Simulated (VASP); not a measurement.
C:

```
CELL_PARAMETERS angstrom
2.12732 -1.22828 0.00000
2.12732 1.22828 0.00000
-1.37907 0.00000 3.50283
ATOMIC_POSITIONS crystal
C 0.83336 0.83336 0.00009
C 0.16664 0.16664 0.99991
```

This is a stacking variant of graphite.

```yaml
Program: VASP 6.6.1
Task: relaxation of cell and atoms
Functional: LDA
Potentials_or_basis: VASP PAW LDA potentials, release 64 (C)
Cutoff: 600 eV
k_mesh: 16 × 16 × 10
Occupations: gaussian, width 0.1 eV
Spin: no spin polarisation
```

At the start: pressure -3.8 GPa; volume 9.15 Å³/atom.

Q: How do energy, volume and symmetry change on relaxing?

A: Over 18 steps the energy falls by 3.9 meV/atom and the volume is 8.55 Å³/atom (-6.6 %); space group R-3m (No. 166, to 0.05 Å).

Step by step:
| step | energy change (eV) | largest force (eV/Å) | pressure (GPa) | volume (Å³) |
| --- | --- | --- | --- | --- |
| 1 | 0.0000 | 0.0030 | -3.80 | 18.31 |
| 2 | 0.0107 | 0.0070 | 7.98 | 17.74 |
| 3 | -0.0026 | 0.0012 | -0.37 | 18.13 |
| 4 | -0.0026 | 0.0013 | -0.30 | 18.13 |
| 5 | -0.0031 | 0.0027 | -0.29 | 18.07 |
| 6 | -0.0045 | 0.0137 | -0.23 | 17.89 |
| 7 | -0.0066 | 0.0359 | -0.10 | 17.52 |
| 8 | -0.0073 | 0.0813 | 0.34 | 16.80 |
| 9 | -0.0078 | 0.0604 | 0.09 | 17.13 |
| 10 | -0.0055 | 0.4523 | -0.57 | 17.04 |
| 11 | -0.0079 | 0.0408 | -0.02 | 17.11 |
| 12 | -0.0077 | 0.0982 | -0.27 | 17.09 |
| 13 | -0.0079 | 0.0021 | -0.09 | 17.11 |
| 14 | -0.0079 | 0.0249 | 0.15 | 17.09 |
| 15 | -0.0079 | 0.0076 | -0.01 | 17.10 |
| 16 | -0.0079 | 0.0207 | 0.06 | 17.09 |
| 17 | -0.0079 | 0.0059 | 0.02 | 17.10 |
| 18 | -0.0079 | 0.0046 | -0.02 | 17.09 |

Final structure:
```
CELL_PARAMETERS angstrom
2.11847 -1.22283 -0.00370
2.11847 1.22283 -0.00370
-1.37938 0.00000 3.30146
ATOMIC_POSITIONS crystal
C 0.83341 0.83341 0.00018
C 0.16659 0.16659 0.99982
```
